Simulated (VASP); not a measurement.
## LiH: single point with PBEsol

LiH:

```
CELL_PARAMETERS angstrom
0.00000 1.98662 1.98662
1.98662 0.00000 1.98662
1.98662 1.98662 0.00000
ATOMIC_POSITIONS crystal
Li 0.00000 0.00000 0.00000
H 0.50000 0.50000 0.50000
```

The cell is a database's computed one.

* Program: VASP 6.6.1
* Task: single point
* Functional: PBEsol
* Potentials or basis: VASP PAW PBE potentials, release 64 (Li_sv, H)
* Cutoff: 520 eV
* k mesh: 10 × 10 × 10
* Occupations: gaussian, width 0.5 eV
* Spin: no spin polarisation

| Item | Value |
| --- | --- |
| Band gap on the k mesh | 2.72 eV, direct |

Levels at points of the mesh, in eV from the valence-band top:
| k point | band 1 | band 2 | band 3 | band 4 | band 5 | band 6 |
| --- | --- | --- | --- | --- | --- | --- |
| (0.00, 0.00, 0.00) | -43.68 | -5.64 | 16.45 | 17.99 | 17.99 | 17.99 |
| (0.50, 0.00, 0.00) | -43.63 | -2.78 | 4.77 | 13.80 | 16.53 | 16.53 |
| (0.50, 0.50, 0.00) | -43.61 | 0.00 | 2.72 | 10.75 | 10.75 | 13.85 |

Run time: 3.4 s on 1 thread of Intel(R) Xeon(R) 6975P-C (Granite Rapids), on a shared host, peak memory 0.13 GiB.

 PBEsol gaps usually lie below the measured ones, often by a third to a half.
